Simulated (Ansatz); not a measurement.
# Se (P3_121) in Ansatz: band structure with HISS

Aim: the band structure of Se with HISS.

Everything below comes from runs of Ansatz 0.2.0. Logs are shortened: lines on timing, memory, paths and dates and some standing lists are left out, and cuts for length are marked.

## (1) The crystal as given

The structure is trigonal, space group P3_121 (No. 152). Conventional cell: a = 4.366 Å, b = 4.366 Å, c = 4.954 Å, α = 90.00°, β = 90.00°, γ = 120.00°. Se (site symmetry 2) has 2 Se at 2.37 Å as nearest neighbours.

## (2) Band structure, HISS

input.yaml

```yaml
crystal:
  lattice:
    - [4.3662, 0.0, 0.0]
    - [-2.1831, 3.781240118, 0.0]
    - [0.0, 0.0, 4.9536]
  atoms:
    - { symbol: Se, position: [0.7746, 0.7746, 0.0] }
    - { symbol: Se, position: [0.0, 0.2254, 0.6666666667] }
    - { symbol: Se, position: [0.2254, 0.0, 0.3333333333] }
hamiltonian:
  xc: hiss
  pseudopotentials: { kind: paw }
kpoints:
  mp_grid: { grid: [4, 4, 3] }
  band_path:
    path:
      - [[0.0, 0.0, 0.0], [0.5, 0.0, 0.0], [0.3333333333, 0.3333333333, 0.0], [0.0, 0.0, 0.0], [0.0, 0.0, 0.5], [0.5, 0.0, 0.5], [0.3333333333, 0.3333333333, 0.5], [0.0, 0.0, 0.5]]
      - [[0.5, 0.0, 0.5], [0.5, 0.0, 0.0]]
      - [[0.3333333333, 0.3333333333, 0.0], [0.3333333333, 0.3333333333, 0.5]]
    npoints: 4
scf:
  occupations: { method: fermi_dirac, width: 0.05 }
  exx: { singularity: none }
  n_extra_bands: 7
output:
  forces: true
  stress: true
  eigenvalues: true
  fatbands: false
```

Potentials or basis: Ansatz PAW.

On the command line:

```sh
$ ansatz run input.yaml --threads 2 --pin off --max-ram 5632MiB --backend cpu --events-out ev --progress --plain --runs-dir out
```

Standard output:

```text
Warning: output.stress: scf.convergence.dr2_threshold = 1e-7 eV (the SCF's general default) is looser than the 3e-10 eV advised for a printed stress (1e-10 eV for each atom of the cell: 3). What an SCF threshold leaves in a stress goes as its square root, and in the free energy as the threshold itself, and one threshold admits the most on a small cell: of the crystals measured, under no hybrid functional and no lock of the moments, on runs that ended without the residual-converged pass, on stresses that held no estimate of that error, the worst erred by over 100 MPa in a component at 1e-7 eV an atom and by under 5 at 1e-10. Set scf.convergence.dr2_threshold to 3e-10 eV or tighter. The threshold is an SCF's pass mark: one that does not reach it within its budget of iterations ends unconverged, or closes short of it on a stop that the run arms, and scf.convergence.dr2_threshold's page says what that costs each kind of run
Warning: output.stress: scf.exx.energy_threshold = 1e-6 eV is looser than the 3e-8 eV advised for a stress under a hybrid functional (1e-8 eV for each atom of the cell: 3). Every SCF of the exchange loop can meet its threshold on dr2 while the loop round them stops early: no threshold on dr2 bounds what that leaves in the stress. Set scf.exx.energy_threshold to 3e-8 eV or tighter. The threshold is the loop's pass mark: a loop that does not reach it within its budget of cycles ends unconverged, and scf.exx.energy_threshold's page has the law
Warning: RAYON_NUM_THREADS=2 ignored (pool sized by the plan → 2); use --threads N
scf.n_extra_bands = 7 over 24 filled bands (N_el = 48.0): the run solves 31 bands
Engine: ansatz 0.2.0, x86_64-unknown-linux-gnu
Pseudopotentials: kind: paw
Pseudopotential: Se, paw, valence charge 16, recommended cutoff 420 eV (normal), Se.paw.azcp
Functional definition: HISS
  parameter a = 0.6
  parameter omega_sr = 0.84/bohr
  parameter omega_lr = 0.20/bohr
  exchange = wpbe_x - a*(pbe_x_sr(omega_lr) - pbe_x_sr(omega_sr)) + a*(exact_x_sr(omega_lr) - exact_x_sr(omega_sr))
  correlation = pbe_c
Crystal: 3 atoms, lattice volume = 81.782 Å³
Basis set: ecut = 420 eV, 1583 PW (Γ), exchange–correlation on 60×60×72 points (8 copies of the dense FFT grid, shifted against one another)
Bands: 31, of which v1, the nominal top of the filled ones, is band 24 counted from 1 (23 counted from 0)
Symmetry: 6 space group operations
Space group: P3121 (ITA 152), of the structure as read, at distance tolerance 4.3e-5 Å
k-points: 9 of 48 (time reversal used)
Non-local potential: Se, projectors of the file, l = 0: 2, l = 1: 2, l = 2: 3, l = 3: 1
PAW form: soft (Blöchl's): semilocal exchange-correlation on the pseudo side does not see the compensation charge
PAW frozen core: Se, regenerated for the run's functional, and the local potential with it (the file was generated under x = pbe(κ = 0.804, μ = 0.2195149727645171), c = pbe(β = 0.06672455060314922))
PAW one-centre angular grid: Se, 590 points (default); XC on 64 Gauss nodes
Initial density: superposition of atomic densities (neutral atoms: chi_scale 0, normalization atom), corrected by the library's trained network
Initial wavefunctions: pseudopotential atomic-orbital guess
Functional: x = wpbeh, c = pbe(β = 0.06672455060314922), warm-up for x = wpbeh + 0.6 (exact − pbe) at middle range (ω = 1.5873699446856468 to 0.37794522492515403 Å⁻¹), c = pbe(β = 0.06672455060314922)
SCF iter   1: F=—  HF=-16406.331242 eV  |F-HF|=—  |Δ(HF+E_count)|=         —  Δρ=1.71e-3  dr2=1.23e-3  ethr=1.77e-3  ⟨swp⟩=7.6  Hψ=1124  notcnv=0
preconditioner: auto → none  [insulator: Δε(μ)=1.562 eV  Ē_g=11.716 eV  σ=0.050 eV  W_gap=1.00  n_scr=20 (ndim 8)  ℏωp=17.4 eV  f_vac=0.095  D(μ)=0.00/eV (n_scr^D=0)]
SCF iter   2: F=-16406.332055 eV  HF=-16406.331825 eV  |F-HF|=2.30e-4  |Δ(HF+E_count)|=   5.83e-4  Δρ=7.88e-4  dr2=2.34e-4  ethr=2.57e-6  ⟨swp⟩=4.0  Hψ=799  notcnv=0
SCF 1 stopped early in 2 iterations: F = -16406.332055 eV  dr2 = 2.34e-4
Initial density: handed on by an earlier stage of this run
Initial wavefunctions: those handed on with the density
Functional: x = wpbeh + 0.6 (exact − pbe) at middle range (ω = 1.5873699446856468 to 0.37794522492515403 Å⁻¹), c = pbe(β = 0.06672455060314922)
Exchange kernel: α = 0.0000 at short range, 0.6000 at middle range (ω = 1.5874, 0.3779 Å⁻¹), several ranges, finite q→0 limit: no correction, no radius, q-mesh 4×4×3, nearest image of the exchange supercell L = 14.86 Å, pair-density grid 18×18×24, without the augmentation charges, whose exchange is taken in its separable form by FFT convolution over the k-point mesh (sized by the pseudopotential files, 27×27×36 at the most), smooth part of the exact exchange by density-matrix convolution
Frozen-core exchange: fock
SCF iter   1: F=—  HF=-16411.958096 eV  |F-HF|=—  |Δ(HF+E_count)|=         —  Δρ=6.39e-3  dr2=2.39e-2  ethr=4.87e-6  ⟨swp⟩=5.8  Hψ=1189  notcnv=0
preconditioner: auto → none  [insulator: Δε(μ)=2.614 eV  Ē_g=13.883 eV  σ=0.050 eV  W_gap=1.00  n_scr=20 (ndim 8)  ℏωp=17.4 eV  f_vac=0.093  D(μ)=0.00/eV (n_scr^D=0)]
SCF iter   2: F=—  HF=-16411.948680 eV  |F-HF|=—  |Δ(HF+E_count)|=   9.42e-3  Δρ=2.59e-3  dr2=9.71e-3  ethr=4.87e-6  ⟨swp⟩=3.0  Hψ=771  notcnv=0
SCF iter   3: F=—  HF=-16411.982012 eV  |F-HF|=—  |Δ(HF+E_count)|=   3.33e-2  Δρ=1.84e-3  dr2=2.31e-3  ethr=4.87e-6  ⟨swp⟩=4.0  Hψ=727  notcnv=0
iter 4 solved again at ethr=8.81e-8 eV; its pass at ethr=3.64e-6 eV (dr2=4.23e-5 eV) is discarded
SCF iter   4: F=—  HF=-16411.981355 eV  |F-HF|=—  |Δ(HF+E_count)|=   6.57e-4  Δρ=2.47e-4  dr2=2.80e-4  ethr=8.81e-8  ⟨swp⟩=4.0  Hψ=1327  notcnv=0
eigensolver tolerance schedule: the retry pair's looser diagonalisation over-reported the residual by 0.30 of it (diagonalisation noise at 0.31 of the residual, at the tolerance the schedule requests for it); recorded, not acted on — ethr = c·dr2/N_el stays at c = 1.0e-1
SCF iter   5: F=—  HF=-16411.982507 eV  |F-HF|=—  |Δ(HF+E_count)|=   1.15e-3  Δρ=2.81e-4  dr2=6.73e-5  ethr=6.79e-8  ⟨swp⟩=4.3  Hψ=727  notcnv=0
SCF iter   6: F=-16411.982488 eV  HF=-16411.982488 eV  |F-HF|=1.40e-7  |Δ(HF+E_count)|=   1.89e-5  Δρ=1.67e-5  dr2=9.83e-6  ethr=6.79e-8  ⟨swp⟩=4.0  Hψ=603  notcnv=0
SCF 2 stopped early in 6 iterations: F = -16411.982488 eV  dr2 = 9.83e-6
  Residual-converged pass: ⟨swp⟩=4.0  Hψ=885  notcnv=0  max |occ|·‖R‖ = 4.8e-6 eV (tolerance 6.7e-6 eV)  dr2=9.86e-6  dr2_onsite=1.45e-7  max |Δocc| = 3.1e-17
hybrid outer 1: dexx = +4.381e-2 eV, tail = 1.96e-3 eV
Exchange kernel: α = 0.0000 at short range, 0.6000 at middle range (ω = 1.5874, 0.3779 Å⁻¹), several ranges, finite q→0 limit: no correction, no radius, q-mesh 4×4×3, nearest image of the exchange supercell L = 14.86 Å, pair-density grid 18×18×24, without the augmentation charges, whose exchange is taken in its separable form by FFT convolution over the k-point mesh (sized by the pseudopotential files, 27×27×36 at the most), smooth part of the exact exchange by density-matrix convolution
Frozen-core exchange: fock
SCF iter   1: F=—  HF=-16411.983903 eV  |F-HF|=—  |Δ(HF+E_count)|=         —  Δρ=1.20e-4  dr2=8.52e-6  ethr=2.04e-5  ⟨swp⟩=2.0  Hψ=558  notcnv=0
preconditioner: auto → none  [insulator: Δε(μ)=2.752 eV  Ē_g=13.942 eV  σ=0.050 eV  W_gap=1.00  n_scr=20 (ndim 8)  ℏωp=17.4 eV  f_vac=0.101  D(μ)=0.00/eV (n_scr^D=0)]
SCF iter   2: F=—  HF=-16411.983933 eV  |F-HF|=—  |Δ(HF+E_count)|=   3.00e-5  Δρ=8.62e-5  dr2=4.11e-6  ethr=1.37e-8  ⟨swp⟩=4.0  Hψ=985  notcnv=0
SCF iter   3: F=—  HF=-16411.983932 eV  |F-HF|=—  |Δ(HF+E_count)|=   1.19e-6  Δρ=2.55e-5  dr2=5.53e-7  ethr=6.60e-9  ⟨swp⟩=2.6  Hψ=505  notcnv=0
SCF iter   4: F=—  HF=-16411.983934 eV  |F-HF|=—  |Δ(HF+E_count)|=   1.79e-6  Δρ=8.51e-6  dr2=4.56e-8  ethr=5.68e-10  ⟨swp⟩=3.6  Hψ=673  notcnv=0
SCF iter   5: F=—  HF=-16411.983934 eV  |F-HF|=—  |Δ(HF+E_count)|=   3.35e-8  Δρ=1.92e-6  dr2=2.76e-9  ethr=7.48e-11  ⟨swp⟩=4.2  Hψ=786  notcnv=0  defer=1
SCF iter   6: F=-16411.983934 eV  HF=-16411.983934 eV  |F-HF|=6.55e-11  |Δ(HF+E_count)|=  9.64e-10  Δρ=2.73e-7  dr2=2.86e-10  ethr=5.11e-12  ⟨swp⟩=4.0  Hψ=650  notcnv=0
SCF 3 converged in 6 iterations: F = -16411.983934 eV  dr2 = 2.86e-10
  Residual-converged pass: ⟨swp⟩=3.0  Hψ=602  notcnv=0  max |occ|·‖R‖ = 4.9e-7 eV (tolerance 5.4e-7 eV)  dr2=2.89e-10  dr2_onsite=4.21e-11  max |Δocc| = 1.8e-22
hybrid outer 2: dexx = +1.842e-5 eV, tail = 1.21e-6 eV, Δε = 1.03e-2 eV (about 7.93e-4 eV left of the loop's levels), ΔF = 4.27e-2 eV/Å (tail 1.42e-2)
Exchange kernel: α = 0.0000 at short range, 0.6000 at middle range (ω = 1.5874, 0.3779 Å⁻¹), several ranges, finite q→0 limit: no correction, no radius, q-mesh 4×4×3, nearest image of the exchange supercell L = 14.86 Å, pair-density grid 18×18×24, without the augmentation charges, whose exchange is taken in its separable form by FFT convolution over the k-point mesh (sized by the pseudopotential files, 27×27×36 at the most), smooth part of the exact exchange by density-matrix convolution
Frozen-core exchange: fock
SCF iter   1: F=—  HF=-16411.983937 eV  |F-HF|=—  |Δ(HF+E_count)|=         —  Δρ=4.11e-6  dr2=9.59e-9  ethr=1.27e-8  ⟨swp⟩=6.2  Hψ=615  notcnv=0
preconditioner: auto → none  [insulator: Δε(μ)=2.753 eV  Ē_g=13.943 eV  σ=0.050 eV  W_gap=1.00  n_scr=20 (ndim 8)  ℏωp=17.4 eV  f_vac=0.101  D(μ)=0.00/eV (n_scr^D=0)]
SCF iter   2: F=-16411.983937 eV  HF=-16411.983937 eV  |F-HF|=7.35e-10  |Δ(HF+E_count)|=   2.77e-8  Δρ=1.95e-6  dr2=2.01e-9  ethr=1.59e-11  ⟨swp⟩=4.1  Hψ=859  notcnv=0
SCF 4 converged in 2 iterations: F = -16411.983937 eV  dr2 = 2.01e-9
  Residual-converged pass: ⟨swp⟩=3.1  Hψ=530  notcnv=0  max |occ|·‖R‖ = 5.3e-7 eV (tolerance 6.7e-7 eV)  dr2=2.01e-9  dr2_onsite=8.99e-11  max |Δocc| = 8.6e-22
hybrid outer 3: dexx = +2.144e-8 eV, tail = 5.90e-9 eV, Δε = 2.21e-4 eV (about 3.72e-5 eV left of the loop's levels), ΔF = 4.39e-4 eV/Å (tail 6.67e-4)
NSCF: frozen V_eff on 39 k-points
hybrid SCF converged: 3 outer / 14 inner (+2 warm-up), last move |dexx| = 2.14e-8 eV, tail = 5.90e-9 eV
Stability not checked: this state was not tested for a lower state beside it, because the functional holds exact exchange (a hybrid, or Hartree-Fock), whose exchange loop this test does not read (fock_operator; see scf.lower_state_search)
Free energy (F): -16411.983937 eV
Frozen-core exchange: fock
Harris-Foulkes:  -16411.983937 eV  (|F-HF|=7.35e-10)
Internal energy: -16411.983937 eV  (E = F + TS)
E sigma→0 (E₀):  -16411.983937 eV
Fermi energy:    7.165125 eV
--- Per-component energies (eV) ---
  E_band       = -1395.991297
  E_kinetic    = 350.306863
  E_local      = -7734.044527  (includes V_loc(G=0)·N_el)
  E_nonlocal   = -1787.205439
  E_hartree    = 3787.987713
  E_xc         = -233.770352
  E_vxc        = -221.107783  (∫ρ·V_xc dr)
  E_exx        = -183.270330  (= α·E_x^exact, valence–valence)
  E_paw        = -5632.750206  (= ΣΔE_a)
  E_vpaw       = 786.626986  (= ΣTr[D̂ρ^β])
  E_aug_tail   = -0.001818  (compensation charges beyond the density's cutoff)
  E_ewald      = -4981.574654
  E_core_change = 2.338814  (= ΣΔE_core)
  E_smearing   = -0.000000  (= −TS)
  E_closure    = 0.000000  (closes the sum)
  Σ components = -16411.983937   (vs F -16411.983937, Δ=-3.64e-12)
--- Forces (eV/Å), atoms counted from 1 ---
  atom   1  Se     0.22209725     0.38468373     0.00000000
  atom   2  Se     0.22209725    -0.38468373     0.00000000
  atom   3  Se    -0.44419451    -0.00000000    -0.00000000
  max |Σ_I F_I| component: 1.11e-16 eV/Å
--- Stress (GPa, compression-positive) ---
       -0.078367       0.000000      -0.000000
        0.000000      -0.078367       0.000000
       -0.000000       0.000000      -1.514609
  P = ⅓ Tr σ = -0.5571 GPa (-5.571 kbar)
--- Band table (eV; the first three rows and the last of 9) ---
  k-point 0: bands = ["-46.0530", "-46.0530", "-46.0070", "-46.0014", "-46.0014", "-45.9449", "-45.7924", "-45.7857", "-45.7857", "-45.7289", "-45.7289", "-45.7245", "-45.6943", "-45.6647", "-45.6647", "-12.3642", "-7.3218", "-7.3218", "1.9704", "1.9704", "1.9705", "3.5912", "3.5912", "5.4347", "9.2584", "9.2584", "9.5349", "13.5152", "13.7818", "13.7818", "15.9947"]
  k-point 1: bands = ["-46.0730", "-46.0257", "-46.0107", "-46.0083", "-45.9854", "-45.9590", "-45.7918", "-45.7898", "-45.7818", "-45.7313", "-45.7263", "-45.7249", "-45.6878", "-45.6750", "-45.6597", "-11.7269", "-9.9143", "-4.9775", "0.9958", "2.2386", "2.3589", "3.8759", "4.3829", "4.7169", "8.5013", "8.6191", "8.7176", "13.8974", "14.4400", "15.3764", "15.6610"]
  k-point 2: bands = ["-46.0529", "-46.0528", "-46.0070", "-46.0014", "-46.0014", "-45.9449", "-45.7925", "-45.7856", "-45.7856", "-45.7291", "-45.7289", "-45.7242", "-45.6954", "-45.6646", "-45.6640", "-12.0876", "-7.5889", "-7.2918", "0.6797", "1.3340", "2.0852", "3.6996", "4.2319", "5.0532", "9.1762", "9.3115", "10.1812", "13.2500", "13.6111", "15.4672", "16.4647"]
  k-point 8: bands = ["-46.0729", "-46.0252", "-46.0104", "-46.0082", "-45.9855", "-45.9590", "-45.7920", "-45.7897", "-45.7815", "-45.7318", "-45.7262", "-45.7244", "-45.6896", "-45.6757", "-45.6578", "-11.1775", "-9.5995", "-6.1272", "-0.0497", "0.3969", "1.5503", "3.8765", "4.8725", "5.7478", "8.9189", "10.0083", "10.5949", "13.6787", "14.7765", "15.9595", "16.5026"]
```

It took 93 s on 2 threads of AMD EPYC 9B45 (Zen 5), shared host; peak memory 0.9 GiB.

What came out:

| Item | Value |
| --- | --- |
| Free energy | -16411.9839 eV |
| Pressure | -0.6 GPa |
| Largest force | 0.444 eV/Å |
| Band gap along the path | 2.13 eV, indirect (least direct gap 2.39 eV) |

Forces on the atoms (eV/Å):
```
Se   0.222  0.385  0.000
Se   0.222 -0.385  0.000
Se  -0.444  0.000  0.000
```

Stress tensor (GPa, compression positive):
```
-0.08  0.00  0.00
 0.00 -0.08  0.00
 0.00  0.00 -1.51
```

Levels at the corners of the path, in eV from the valence-band top:
| point | band 21 | band 22 | band 23 | band 24 | band 25 | band 26 | band 27 | band 28 |
| --- | --- | --- | --- | --- | --- | --- | --- | --- |
| Γ | -4.20 | -2.58 | -2.58 | -0.74 | 3.09 | 3.09 | 3.36 | 7.34 |
| M | -3.99 | -3.31 | -2.06 | -1.31 | 3.01 | 3.47 | 5.46 | 6.34 |
| K | -3.26 | -3.26 | -2.94 | -2.00 | 4.22 | 4.22 | 5.03 | 6.99 |
| Γ | -4.20 | -2.58 | -2.58 | -0.74 | 3.09 | 3.09 | 3.36 | 7.34 |
| A | -3.79 | -1.95 | -1.95 | -1.53 | 2.23 | 2.23 | 2.31 | 7.52 |
| L | -4.79 | -2.24 | -1.69 | 0.00 | 2.76 | 3.81 | 4.28 | 7.50 |
| H | -5.70 | -1.30 | -0.32 | -0.32 | 2.13 | 4.00 | 4.00 | 7.79 |
| A | -3.79 | -1.95 | -1.95 | -1.53 | 2.23 | 2.23 | 2.31 | 7.52 |
| L | -4.79 | -2.24 | -1.69 | 0.00 | 2.76 | 3.81 | 4.28 | 7.50 |
| M | -3.99 | -3.31 | -2.06 | -1.31 | 3.01 | 3.47 | 5.46 | 6.34 |
| K | -3.26 | -3.26 | -2.94 | -2.00 | 4.22 | 4.22 | 5.03 | 6.99 |
| H | -5.70 | -1.30 | -0.32 | -0.32 | 2.13 | 4.00 | 4.00 | 7.79 |

Caveat: the k mesh is coarse (spacing up to 0.42 Å⁻¹), so the values aren't converged, least of all with exact exchange; the PAW data sets come from PBE, with cores solved anew for the run's functional, which leaves a small shift of forces and pressure; the thresholds are loose for stress.
